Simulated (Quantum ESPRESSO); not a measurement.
**Ga under changes of volume**

One of the cells (17.718 Å³/atom); the others are scaled copies at fixed shape and fractional positions:

```
Ga
1.0
    -1.38440    1.38440    2.31122
     1.38440   -1.38440    2.31122
     1.38440    1.38440   -2.31122
Ga
1
Direct
  0.00000 0.00000 0.00000
```

This isn't the form of Ga at room conditions, which is orthorhombic.

| Property | Result |
| --- | --- |
| Program | Quantum ESPRESSO 7.5 |
| Functional | r2SCAN |
| Potentials or basis | SG15 PBE 1.2 |
| Cutoff | 1197 eV |
| Density cutoff | 4789 eV |
| k mesh | 8 × 8 × 8 |
| Occupations | fermi-dirac, width 0.05 eV |
| Spin | no spin polarisation |

```tsv
volume (Å³/atom)	energy over the lowest point (meV/atom)	pressure (GPa)
16.655	15.65	4.5
17.010	7.26	3.0
17.364	2.15	1.6
17.718	0.00	0.3
18.073	0.56	-0.9
18.427	3.61	-1.9
18.781	?	?
```

**Question.** What does the run at 18.781 Å³/atom give?

**Answer.** Energy over the lowest point 8.94 meV/atom; pressure -2.9 GPa.

Worked out: A Birch-Murnaghan fit of order 3 (a polynomial in V^(-2/3)) to the other rows has its minimum at 17.82 Å³/atom with B0 = V·E''(V) = 60 GPa and B' = 3.5 at fixed shape and positions, which overstates the stiffness. It gives 8.92 meV/atom at 18.781 Å³/atom, against the run's 8.94, and -dE/dV = -2.9 GPa, against -2.9.

Energies are extrapolated to zero smearing.

Caveats: all runs use coarse meshes; the potentials were made for another functional, which shifts forces and pressure.
